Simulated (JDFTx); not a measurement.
## CsBr under changes of volume

One of the cells (40.468 Å³/atom); the others are scaled copies at fixed shape and fractional positions:

```xyz
2
Lattice="4.3256 0.0000 0.0000 0.0000 4.3256 0.0000 0.0000 0.0000 4.3256" Properties=species:S:1:pos:R:3 pbc="T T T"
Cs    0.0000    0.0000    0.0000
Br    2.1628    2.1628    2.1628
```

The cell comes from a database or a generator and needn't be the stable form of this composition.

```yaml
Program: JDFTx 1.7.0 (patched build)
Functional: LDA
Potentials_or_basis: PseudoDojo-SR-LDA-0.4.1-standard with smoothed tails
Cutoff: 653 eV
Density_cutoff: 5225 eV
k_mesh: 6 × 6 × 6
Occupations: fermi-dirac, width 0.05 eV
Spin: no spin polarisation
```

```tsv
volume (Å³/atom)	energy over the lowest point (meV/atom)	pressure (GPa)	gap on the mesh (eV)
38.040	0.00	-1.3	4.26
38.850	7.04	-1.5	4.18
39.659	15.42	-1.8	4.11
40.468	24.94	-2.0	4.03
41.278	35.44	-2.2	3.95
42.087	46.79	-2.3	3.88
42.896	?	?	?
```

**Question.** What does the run at 42.896 Å³/atom give?

**Answer.** Energy over the lowest point 58.86 meV/atom; pressure -2.5 GPa; gap on the mesh 3.81 eV.

Worked out: A Birch-Murnaghan fit of order 3 (a polynomial in V^(-2/3)) to the other rows has no minimum within the range. It gives 58.84 meV/atom at 42.896 Å³/atom, against the run's 58.86, and -dE/dV = -2.5 GPa, against -2.5. A straight line through the other rows of the gap, of slope -3.77 eV per unit of ln V, extrapolates to 3.81 eV, against the run's 3.81.

Energies are extrapolated to zero smearing.

Caveats: spin-orbit coupling is left out, which moves the levels of the heavy elements.
